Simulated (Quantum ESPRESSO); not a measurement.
Wanted: the native input for a Quantum ESPRESSO 7.5 run.

| Quantity | Value |
| --- | --- |
| Task | single point |
| Functional | r2SCAN0 |
| Potentials or basis | SG15 PBE 1.2 |
| Cutoff | 1197 eV |
| Density cutoff | 4789 eV |
| k mesh | 4 × 4 × 3 |
| Occupations | fixed |
| Spin | no spin polarisation |
| q mesh for exact exchange | 4 × 4 × 3 |
| Cutoff for exact exchange | 2394.6 eV |
| Symmetry | off |
| Mixing beta | 0.5 |
| Most SCF iterations | 120 |
| SCF threshold | 1e-07 Ry |

The system is AlN.

```
Al N
1.0
     3.11300    0.00000    0.00000
    -1.55650    2.69594    0.00000
     0.00000    0.00000    4.98100
Al N
2 2
Direct
  0.66667 0.33333 0.50000
  0.33333 0.66667 0.00000
  0.66667 0.33333 0.88000
  0.33333 0.66667 0.38000
```

One way to write it, as run:

pw.in

```
&CONTROL
  calculation = 'scf'
  prefix = 'pwscf'
  outdir = './tmp'
  pseudo_dir = './pseudo'
  tprnfor = .true.
  disk_io = 'nowf'
/
&SYSTEM
  ibrav = 0
  A = 3.113
  nat = 4
  ntyp = 2
  ecutwfc = 88
  nbnd = 20
  input_dft = 'XC-000I-000I-000I-000I-000I-660L'
  occupations = 'fixed'
  nqx1 = 4
  nqx2 = 4
  nqx3 = 3
  ecutfock = 176
  nosym = .true.
/
&ELECTRONS
  conv_thr = 1d-07
  electron_maxstep = 120
  mixing_beta = 0.5
  adaptive_thr = .true.
/
ATOMIC_SPECIES
Al    26.9815 Al_ONCV_PBE-1.2.upf
N     14.0070 N_ONCV_PBE-1.2.upf
CELL_PARAMETERS alat
   1.0000000000    0.0000000000    0.0000000000
  -0.5000000000    0.8660254038    0.0000000000
   0.0000000000    0.0000000000    1.6000642467
ATOMIC_POSITIONS alat
Al     0.5000000000    0.2886751346    0.8000321234
Al     0.0000000000    0.5773502692    0.0000000000
N      0.5000000000    0.2886751346    1.4080565371
N      0.0000000000    0.5773502692    0.6080244137
K_POINTS automatic
4 4 3 0 0 0
```

Potentials or basis: SG15 PBE 1.2.

Launch:

```bash
$ OMP_NUM_THREADS=1 mpirun -n 2 pw.x -nk 2 -in pw.in > pw.out
```

Results of the run:

```yaml
Band_gap_on_the_k_mesh: 6.58 eV, direct
```

Caveat: the k mesh is coarse (spacing up to 0.58 Å⁻¹), so the values aren't converged, least of all with exact exchange.

Run time: 15 min on 2 MPI ranks on Arm Neoverse V1, on a shared host, peak memory 1 GiB a rank.
